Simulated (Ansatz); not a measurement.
Bi2TeSe2 (Skippenite):

```
Bi Te Se
1.0
     2.09150    1.20753    9.71233
    -2.09150    1.20753    9.71233
     0.00000   -2.41506    9.71233
Bi Te Se
2 1 2
Direct
  0.60194 0.60194 0.60194
  0.39806 0.39806 0.39806
  0.00000 0.00000 0.00000
  0.78840 0.78840 0.78840
  0.21160 0.21160 0.21160
```

```yaml
Program: Ansatz 0.2.0
Task: relaxation of cell and atoms
Functional: PBEsol
Dispersion: D3(BJ)-ATM
Potentials_or_basis: Ansatz PAW
Cutoff: "420 eV (not typed: the program's choice for these potentials)"
k_mesh: 7 × 7 × 7
Occupations: fermi-dirac, width 0.05 eV
Spin: no spin polarisation
```

At the start: volume 29.43 Å³/atom.

Where does the relaxation end?

It ends after 7 steps and the volume is 28.40 Å³/atom (-3.5 %); space group R-3m (No. 166, to 0.05 Å).

The path:
| step | energy change (eV) | largest force (eV/Å) | volume (Å³) |
| --- | --- | --- | --- |
| 1 | 0.0000 | 1.7886 | 147.17 |
| 2 | -0.2883 | 0.4859 | 147.85 |
| 3 | -0.3630 | 0.0444 | 141.58 |
| 4 | -0.3679 | 0.0432 | 142.21 |
| 5 | -0.3684 | 0.0109 | 141.88 |
| 6 | -0.3684 | 0.0008 | 141.99 |
| 7 | -0.3676 | 0.0007 | 141.99 |

Final structure:
```
Bi Te Se
1.0
     2.08663    1.20471    9.41395
    -2.08663    1.20471    9.41395
     0.00000   -2.40943    9.41395
Bi Te Se
2 1 2
Direct
  0.59292 0.59292 0.59292
  0.40708 0.40708 0.40708
  0.00000 0.00000 0.00000
  0.79447 0.79447 0.79447
  0.20553 0.20553 0.20553
```

Caveat: the plane-wave basis is chosen anew once the cell has moved, so the energies of steps on either side of that aren't comparable; the PAW data sets come from PBE, with cores solved anew for the run's functional, which leaves a small shift of forces and pressure.
